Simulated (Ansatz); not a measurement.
Calculation for Si (beta tin type): DFT, PBE, all-electron LAPW, scalar-relativistic (Ansatz 0.2.0). This run: volume at 0.5 of the series' base cell.

The cell comes from a relaxation on PAW files under the same functional, begun from a prototype that needn't be the stable phase.

Command: `ansatz run input.yaml --threads 1 --pin off --max-ram 2048MiB --backend cpu --events-out ev --progress --plain --runs-dir out` It took 30 s on 1 thread of Intel(R) Xeon(R) Platinum 8488C (Sapphire Rapids), on a shared host, peak memory 0.7 GiB.

```yaml
crystal:
  lattice:
    - [-1.933337807, 1.933337807, 1.0271645835]
    - [1.933337807, -1.933337807, 1.0271645835]
    - [1.933337807, 1.933337807, -1.0271645835]
  atoms:
    - { symbol: Si, position: [-0.375, -0.125, -0.25] }
    - { symbol: Si, position: [0.375, 0.125, 0.25] }
kpoints:
  mp_grid: { grid: [18, 18, 18] }
scf:
  occupations: { method: fermi_dirac, width: 0.1 }
hamiltonian:
  xc: pbe
  pseudopotentials: { kind: all_electron, lapw: { basis_error: 0.001 } }
output:
  forces: true
  stress: true
  eigenvalues: true
  populations: true
```

Output:

```
Si: projections on atomic orbitals take those of the free atom 1s2 2s2 2p6 3s2 3p2, of charge +0.00 (hamiltonian.pseudopotentials.projection_atoms)
LAPW: plane waves up to 9.585 Å⁻¹, error target 1.0e-3 eV per atom; small_component_spin mean_spin; Si in spheres of 1.000 Å, 12 of its electrons in bands, Dirac shells [] (how accurate: hamiltonian.pseudopotentials.lapw.basis_error, Limitations)
Engine: ansatz 0.2.0
Pseudopotentials: kind: all_electron
Pseudopotential: Si, LAPW, valence charge 12, lapw/all_electron/scalar/gaussian/Si, Koelling and Harmon's equation, gaussian nucleus
Functional definition: PBE
  parameter kappa = 0.804
  parameter beta = 0.06672455060314922
  exchange = pbe_x(kappa = kappa, mu = beta*pi^2/3)
  correlation = pbe_c(beta = beta)
Crystal: 2 atoms, lattice volume = 15.357 Å³
Basis set: ecut = 350.05413058962966 eV, 243 PW (Γ), FFT grids on a1+a2, a2, a3, exchange–correlation at level 2
Bands: 16, of which v1, the nominal top of the filled ones, is band 12 counted from 1 (11 counted from 0)
Symmetry: 16 space group operations
Space group: I41/amd (ITA 141), of the structure as read, at distance tolerance 2.5e-5 Å
k-points: 480 of 5832
Non-local potential: Si, projectors of the file, none
Initial density: superposition of atomic densities (chi_scale 0.1, normalization cell)
Initial wavefunctions: plane waves of lowest kinetic energy (no species holds an atomic orbital)
Functional: x = pbe(κ = 0.804, μ = 0.2195149727645171), c = pbe(β = 0.06672455060314922)
iter 1 solved again at ethr=3.31e-4 eV; its pass at ethr=1.00e-1 eV (dr2=7.94e-2 eV) is discarded
SCF iter   1: F=—  HF=-15775.742925 eV  |F-HF|=—  |Δ(HF+E_count)|=         —  Δρ=3.79e-2  dr2=7.92e-2  ethr=3.31e-4  ⟨swp⟩=3.0  Hψ=55095  notcnv=0
preconditioner: auto → none  [metal: Δε(μ)=0.007 eV  Ē_g=15.144 eV  σ=0.100 eV  W_gap=0.02  n_scr=4 (ndim 8)  ℏωp=26.8 eV  f_vac=0.000  D(μ)=0.64/eV (n_scr^D=4)  sad-step TF]
SCF iter   2: F=—  HF=-15775.727713 eV  |F-HF|=—  |Δ(HF+E_count)|=   1.52e-2  Δρ=2.42e-2  dr2=3.60e-2  ethr=3.30e-4  ⟨swp⟩=2.0  Hψ=19357  notcnv=0
iter 3 solved again at ethr=4.38e-7 eV; its pass at ethr=1.50e-4 eV (dr2=1.05e-4 eV) is discarded
SCF iter   3: F=—  HF=-15775.723076 eV  |F-HF|=—  |Δ(HF+E_count)|=   4.64e-3  Δρ=1.28e-3  dr2=1.05e-4  ethr=4.38e-7  ⟨swp⟩=2.0  Hψ=34872  notcnv=0
SCF iter   4: F=—  HF=-15775.723055 eV  |F-HF|=—  |Δ(HF+E_count)|=         —  Δρ=1.82e-4  dr2=1.79e-6  ethr=4.38e-7  ⟨swp⟩=2.0  Hψ=19356  notcnv=0
the basis was enlarged: its passes take 260.6 KiB over the memory plan, 1 of 1 planned eigensolver slots
SCF iter   5: F=—  HF=-15775.723055 eV  |F-HF|=—  |Δ(HF+E_count)|=   7.50e-7  Δρ=4.16e-5  dr2=1.13e-7  ethr=7.46e-9  ⟨swp⟩=2.5  Hψ=19683  notcnv=0
SCF iter   6: F=-15775.723055 eV  HF=-15775.723055 eV  |F-HF|=9.93e-10  |Δ(HF+E_count)|=   1.60e-7  Δρ=5.58e-6  dr2=2.21e-9  ethr=4.70e-10  ⟨swp⟩=2.0  Hψ=19356  notcnv=0
SCF 1 converged in 6 iterations: F = -15775.723055 eV  dr2 = 2.21e-9
SCF converged after 6 iterations
Free energy (F): -15775.723055 eV
Harris-Foulkes:  -15775.723055 eV  (|F-HF|=9.93e-10)
Internal energy: -15775.702318 eV  (E = F + TS)
E sigma→0 (E₀):  -15775.712687 eV
Entropy (-TS):   -0.020736 eV (-10.368 meV/atom)
Fermi energy:    24.590269 eV
--- Per-component energies (eV) ---
  E_band       = -1088.770935
  E_kinetic    = 15905.983082
  E_xc         = -1154.406152
  E_electrostatic = -30527.279249  (all electrons and nuclei)
  E_smearing   = -0.020736  (= −TS)
  E_closure    = 0.000000  (closes the sum)
  E_atoms      = -15773.713766  (free atoms, spherical and without spin; not in F)
  Σ components = -15775.723055   (vs F -15775.723055, Δ=0.00e0)
  Basis errors (estimates in eV, not in F): energy 3.9e-4 per atom: plane waves 3.5e-4 (1.9e-4 summed), levels above the bands 1.1e-37, relativity 1.6e-8, radial functions 4.1e-5, core shells 1.8e-13; eigenvalues (radial functions only) 9.3e-7; not estimated: angular momenta, meshes, grids; target (lapw.basis_error) 1.0e-3; muffin-tin radii Si 1.000 Å
--- Forces (eV/Å), atoms counted from 1 ---
  atom   1  Si     0.00000000    -0.00000000     0.00000000
  atom   2  Si     0.00000000     0.00000000     0.00000000
  max |Σ_I F_I| component: 6.51e-19 eV/Å
--- Stress (GPa, compression-positive) ---
      304.819312      -0.000000      -0.000000
       -0.000000     304.819312       0.000000
       -0.000000       0.000000     304.552522
  P = ⅓ Tr σ = 304.7304 GPa (3047.304 kbar)
--- Band table (eV; the first three rows and the last of 480) ---
  k-point 0: bands = ["-109.2624", "-109.1872", "-65.2970", "-65.2970", "-65.1470", "-65.1444", "-65.1245", "-65.1245", "3.5411", "20.4189", "20.4189", "22.0996", "24.2514", "33.4557", "36.5855", "40.4745"]
  k-point 1: bands = ["-109.2618", "-109.1877", "-65.2958", "-65.2958", "-65.1482", "-65.1442", "-65.1259", "-65.1245", "3.6006", "19.4062", "20.4669", "22.7474", "24.7461", "33.0675", "36.1930", "40.6367"]
  k-point 2: bands = ["-109.2601", "-109.1894", "-65.2925", "-65.2922", "-65.1520", "-65.1438", "-65.1302", "-65.1246", "3.7792", "17.8234", "20.6110", "23.2919", "26.1700", "32.1227", "35.2735", "40.8279"]
  k-point 479: bands = ["-109.2242", "-109.2242", "-65.3218", "-65.3218", "-65.1462", "-65.1462", "-65.1068", "-65.1068", "12.3847", "12.3847", "13.3293", "13.3293", "34.0426", "34.0426", "45.0836", "45.0836"]
--- Löwdin populations: 2 sites ---
  site symbol       q [e]
     0     Si     13.8576
     1     Si     13.8576
  spilling = 0.010171 (of n_electrons = 28.000000)
```

populations.tsv:

```
# site	symbol	l	j	q
# orbitals = lowdin
# n_electrons = 28.000000
# spilling = 0.010171
# projection_atom_Si: 1s2 2s2 2p6 3s2 3p2
0	Si	0_1S	-	1.999479
0	Si	0_2S	-	1.960936
0	Si	0_3S	-	1.014792
0	Si	1_2P	-	5.987574
0	Si	1_3P	-	2.894825
1	Si	0_1S	-	1.999479
1	Si	0_2S	-	1.960936
1	Si	0_3S	-	1.014792
1	Si	1_2P	-	5.987574
1	Si	1_3P	-	2.894825
```

Next run (volume at 0.43 of the series' base cell), as changes to the input before:

```diff
   lattice:
-    - [-1.933337807, 1.933337807, 1.0271645835]
-    - [1.933337807, -1.933337807, 1.0271645835]
-    - [1.933337807, 1.933337807, -1.0271645835]
+    - [-1.8409060598, 1.8409060598, 0.9742955539]
+    - [1.8409060598, -1.8409060598, 0.9742955539]
+    - [1.8409060598, 1.8409060598, -0.9742955539]
   atoms:
   mp_grid: { grid: [18, 18, 18] }
+  band_path:
+    path:
+      - [0.0, 0.0, 0.0]
+      - [0.0, 0.0, 0.5]
+      - [-0.5, 0.5, 0.5]
+      - [0.0, 0.0, 0.0]
+      - [0.3200258188, 0.3200258188, -0.3200258188]
+      - [-0.3200258188, 0.6799741812, 0.3200258188]
+      - [-0.5, 0.5, 0.5]
+      - [0.0, 0.0, 0.5]
+      - [0.25, 0.25, 0.25]
+    npoints: 8
 scf:
   populations: true
+  dos: { projected: true, de: 0.2, e_range: [-14, 8] }
```

Results part of the output:

```
SCF 1 converged in 6 iterations: F = -15770.488633 eV  dr2 = 1.33e-9
NSCF: frozen V_eff on 65 k-points
SCF converged after 6 iterations
Free energy (F): -15770.488633 eV
Harris-Foulkes:  -15770.488633 eV  (|F-HF|=4.18e-10)
Internal energy: -15770.468574 eV  (E = F + TS)
E sigma→0 (E₀):  -15770.478604 eV
Entropy (-TS):   -0.020059 eV (-10.030 meV/atom)
Fermi energy:    28.528050 eV
--- Per-component energies (eV) ---
  E_band       = -1001.014249
  E_kinetic    = 15934.588423
  E_xc         = -1159.516026
  E_electrostatic = -30545.540971  (all electrons and nuclei)
  E_smearing   = -0.020059  (= −TS)
  E_closure    = 0.000000  (closes the sum)
  E_atoms      = -15773.713766  (free atoms, spherical and without spin; not in F)
  Σ components = -15770.488633   (vs F -15770.488633, Δ=0.00e0)
  Basis errors (estimates in eV, not in F): energy 4.0e-4 per atom: plane waves 3.5e-4 (2.0e-4 summed), levels above the bands 2.0e-40, relativity 3.8e-8, radial functions 4.6e-5, core shells 8.3e-13; eigenvalues (radial functions only) 2.1e-6; not estimated: angular momenta, meshes, grids; target (lapw.basis_error) 1.0e-3; muffin-tin radii Si 0.952 Å
--- Forces (eV/Å), atoms counted from 1 ---
  atom   1  Si     0.00000000    -0.00000000     0.00000000
  atom   2  Si    -0.00000000     0.00000000    -0.00000000
  max |Σ_I F_I| component: 1.04e-17 eV/Å
--- Stress (GPa, compression-positive) ---
      492.089032       0.000000       0.000000
        0.000000     492.089032      -0.000000
        0.000000      -0.000000     492.480518
  P = ⅓ Tr σ = 492.2195 GPa (4922.195 kbar)
--- Band table (eV; the first three rows and the last of 480) ---
  k-point 0: bands = ["-105.4433", "-105.3044", "-61.4824", "-61.4824", "-61.2086", "-61.2050", "-61.1955", "-61.1955", "5.5797", "24.1445", "24.1445", "24.8102", "28.6674", "37.5799", "41.0528", "46.5080"]
  k-point 1: bands = ["-105.4423", "-105.3054", "-61.4804", "-61.4804", "-61.2134", "-61.2047", "-61.1979", "-61.1929", "5.6451", "22.7725", "24.1946", "25.8635", "29.1229", "37.2186", "40.6744", "46.6691"]
  k-point 2: bands = ["-105.4391", "-105.3085", "-61.4748", "-61.4747", "-61.2236", "-61.2052", "-61.2041", "-61.1891", "5.8414", "21.0419", "24.3449", "26.6857", "30.4368", "36.3056", "39.7526", "46.8283"]
  k-point 479: bands = ["-105.3725", "-105.3725", "-61.5279", "-61.5279", "-61.2079", "-61.2079", "-61.1652", "-61.1652", "14.9470", "14.9470", "16.5997", "16.5997", "38.7975", "38.7975", "50.4014", "50.4014"]
--- Löwdin populations: 2 sites ---
  site symbol       q [e]
     0     Si     13.8286
     1     Si     13.8286
  spilling = 0.012243 (of n_electrons = 28.000000)
```
